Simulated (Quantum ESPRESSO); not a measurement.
Crystal: AgBr.

```xyz
2
Lattice="0.0000 2.8702 2.8702 2.8702 0.0000 2.8702 2.8702 2.8702 0.0000" Properties=species:S:1:pos:R:3 pbc="T T T"
Ag    0.0000    0.0000    0.0000
Br    2.8702    2.8702    2.8702
```

Base run:

```yaml
Program: Quantum ESPRESSO 7.5
Functional: BLYP
Potentials_or_basis: GBRV 1.5 PBE
Cutoff: 762 eV
Density_cutoff: 6095 eV
k_mesh: 6 × 6 × 6, shifted
Occupations: fermi-dirac, width 0.05 eV
Spin: no spin polarisation
```

Its results: pressure 6.1 GPa; electronic dielectric tensor (diagonal) 5.94.

After a change of settings the same cell gave: pressure -4.4 GPa; electronic dielectric tensor (diagonal) 6.57. Which change was it?
A. functional from BLYP to AM05
B. functional from BLYP to LDA; potentials or basis from GBRV 1.5 PBE to GBRV 1.5 LDA
C. functional from BLYP to PBEsol; potentials or basis from GBRV 1.5 PBE to GBRV 1.5 PBEsol
D. functional from BLYP to WC

B.

Caveats: the cell is more than 3 GPa from zero pressure, which shifts response properties; the potentials were made for another functional, which shifts forces and pressure (some runs).
